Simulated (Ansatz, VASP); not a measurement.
# Two plane-wave programs on Cu

File INCAR:

```
SYSTEM = Cu
PREC = Accurate
ENCUT = 520
EDIFF = 1E-7
ISMEAR = 0
SIGMA = 0.15
LREAL = .False.
LASPH = .True.
NELM = 100
ALGO = Normal
ISIF = 2
LWAVE = .False.
LCHARG = .False.
GGA = PE
NBANDS = 12
```

File KPOINTS:

```
Automatic mesh
0
Gamma
  32 32 32
  0 0 0
```

File POSCAR:

```
Cu
1.0
   -1.4293893886      1.4293893886      1.4700586887
    1.4293893886     -1.4293893886      1.4700586887
    1.4293893886      1.4293893886     -1.4700586887
Cu
1
Direct
    0.0000000000      0.0000000000      0.0000000000
```

Input for Ansatz:

```yaml
crystal:
  lattice:
    - [-1.4293893886, 1.4293893886, 1.4700586887]
    - [1.4293893886, -1.4293893886, 1.4700586887]
    - [1.4293893886, 1.4293893886, -1.4700586887]
  atoms:
    - { symbol: Cu, position: [0.0, 0.0, 0.0] }
basis:
  ecutwfc: 420
kpoints:
  mp_grid: { grid: [32, 32, 32] }
hamiltonian:
  xc: pbe
scf:
  occupations: { method: gaussian, width: 0.15 }
output:
  forces: true
  stress: true
  eigenvalues: true
```

Alike in both runs: task single point; functional PBE; k mesh 32 × 32 × 32; occupations gaussian, width 0.15 eV; no spin polarisation.

|  | VASP | Ansatz |
| --- | --- | --- |
| version | VASP 6.6.1 | Ansatz 0.2.0 |
| potentials or method | VASP PAW PBE potentials, release 64 (Cu) | scalar-relativistic, plane waves, PAW |
| plane-wave cutoff (eV) | 520 | 420 |
| valence electrons in the cell | 11 | 19 |

Ansatz gave:

- gap on the k mesh at the Fermi level (eV): none
- pressure (GPa): -0.1
- largest component of the traceless stress (GPa): 0.26

Task: Which values does VASP return?

Result: gap on the k mesh at the Fermi level (eV): none; pressure (GPa): 0.5; largest component of the traceless stress (GPa): 0.24.

A gap of «none» marks a metal or a gap that the smearing closes. The two sets of potentials don't hold the same shells in valence.
